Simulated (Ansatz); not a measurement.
# Ge, one cell by several methods

```yaml
crystal:
  lattice:
    - [2.73265, 0.00000, 0.00000]
    - [0.00000, 2.73265, 0.00000]
    - [0.00000, 0.00000, 2.67139]
  atoms:
    - { symbol: Ge, position: [0.00000, 0.00000, 0.00000] }
```

The structure comes from a relaxation in the same program, started in the sc type. Whether it is a known phase or the ground state wasn't checked. The listed cell was then made from it by scaling, straining or moving an atom.

Methods: DFT, PBE, PAW with Ansatz's default frozen-core files, scalar-relativistic (Ansatz 0.2.0); DFT, PBE, all-electron PAW with datasets made for the crystal, scalar-relativistic (Ansatz 0.2.0); DFT, PBE, all-electron LAPW, scalar-relativistic (Ansatz 0.2.0).

For PAW: a Γ-centred 13×13×13 k mesh, Fermi–Dirac smearing of 0.05 eV, cutoff 420 eV, no spin polarisation. The crystal-made all-electron datasets (AE datasets) take a cutoff of 160 eV at this cell. LAPW targets a basis error of 0.25 meV/atom. The Ansatz runs share mesh, smearing and spin set-up. Plane-wave (PAW) pressures include the program's estimate of the Pulay term.

Stress and pressure are positive in compression.

The change that made this cell: z strained by -1.5 % at fixed volume.

In a metal, gradients converge slowly with the k mesh: the values move by tens of per cent from one mesh to another, at times in sign, so only the comparison on one mesh counts.

```json
{"quantity": "pressure (GPa)", "PAW": "0.02", "AE datasets": "0.05", "LAPW": "0.05"}
{"quantity": "stress xx (GPa)", "PAW": "-0.95", "AE datasets": "-0.92", "LAPW": "-0.92"}
{"quantity": "stress zz (GPa)", "PAW": "1.97", "AE datasets": "2.00", "LAPW": "2.00"}
{"quantity": "field gradient Vzz at Ge (10²¹ V/m²)", "PAW": "-1.45", "AE datasets": "-1.46", "LAPW": "–"}
```

PAW's pressure differs from the LAPW value by -0.03 GPa.
